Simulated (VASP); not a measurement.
Runs of VASP 6.6.1 on HgSe. The structure is cubic, space group F-43m (No. 216). The conventional cell has a = 6.078 Å, b = 6.078 Å, c = 6.078 Å, α = 90.00°, β = 90.00°, γ = 90.00°. Hg (site symmetry -43m) has 4 Se at 2.63 Å as nearest neighbours. Se (site symmetry -43m) has 4 Hg at 2.63 Å as nearest neighbours. 

| task | level | potentials or basis | spin | cell | k mesh | cutoff (eV) | gap on the mesh (eV) | pressure (GPa) | relaxed volume (Å³/atom) |
| --- | --- | --- | --- | --- | --- | --- | --- | --- | --- |
| band structure | LDA | VASP PAW LDA potentials, release 64 (Hg, Se) | off | as given | 8 × 8 × 8 | 520 | - | 0.1 | - |
| relaxation of cell and atoms | optB86b-vdW | VASP PAW PBE potentials, release 64 (Hg, Se) | off | relaxed | 8 × 8 × 8 | 600 | none | 0.0 | (a) |
| relaxation of cell and atoms | vdW-DF | VASP PAW PBE potentials, release 64 (Hg, Se) | off | relaxed | 8 × 8 × 8 | 600 | none | 0.0 | 32.83 |
| band structure | LDA | VASP PAW LDA potentials, release 64 (Hg, Se) | SOC, no magnetisation | as given | 6 × 6 × 6 | 520 | - | -0.3 | - |
| relaxation of cell and atoms | optB88-vdW | VASP PAW PBE potentials, release 64 (Hg, Se) | off | relaxed | 8 × 8 × 8 | 600 | none | 0.0 | 30.60 |
| relaxation of cell and atoms | optPBE-vdW | VASP PAW PBE potentials, release 64 (Hg, Se) | off | relaxed | 8 × 8 × 8 | 600 | none | 0.0 | 31.28 |
| relaxation of cell and atoms | LDA | VASP PAW LDA potentials, release 64 (Hg, Se) | off | relaxed | 8 × 8 × 8 | 600 | none | 0.1 | - |
| relaxation of cell and atoms | vdW-DF2 | VASP PAW PBE potentials, release 64 (Hg, Se) | off | relaxed | 8 × 8 × 8 | 600 | none | 0.0 | 34.16 |
| relaxation of cell and atoms | PBEsol | VASP PAW PBE potentials, release 64 (Hg, Se) | off | relaxed | 8 × 8 × 8 | 600 | none | 0.0 | 29.02 |
| relaxation of cell and atoms | BEEF-vdW | VASP PAW PBE potentials, release 64 (Hg, Se) | off | relaxed | 8 × 8 × 8 | 600 | none | 0.0 | 31.92 |
| relaxation of cell and atoms | vdW-DF-cx | VASP PAW PBE potentials, release 64 (Hg, Se) | off | relaxed | 8 × 8 × 8 | 600 | none | 0.0 | (b) |

Alike in all rows: smearing fermi-dirac 0.05 eV.

**Question.** Estimate the missing entries.

**Answer.** (a) 29.95; (b) 29.44.

Caveats: the PAW data sets were made with another functional, which shifts forces and pressure a little (some runs); the volume moved by over 15 % at a fixed basis, so the end points are rough (some runs); spin-orbit coupling is left out, which moves the levels of the heavy elements (some runs); the volume moved by +17 % from the deposited cell, more than functionals usually miss (some runs); the volume moved by +11 % from the deposited cell, more than functionals usually miss (some runs); the relaxation stopped at its first step, so nothing moved (some runs); the volume moved by +22 % from the deposited cell, more than functionals usually miss (some runs).

A k mesh can miss the band edges, and rows without SOC leave out spin-orbit coupling on Hg, Se.

A gap of «none» marks a metal or a gap under the smearing width.

Runs at the PBE level aren't shown here.
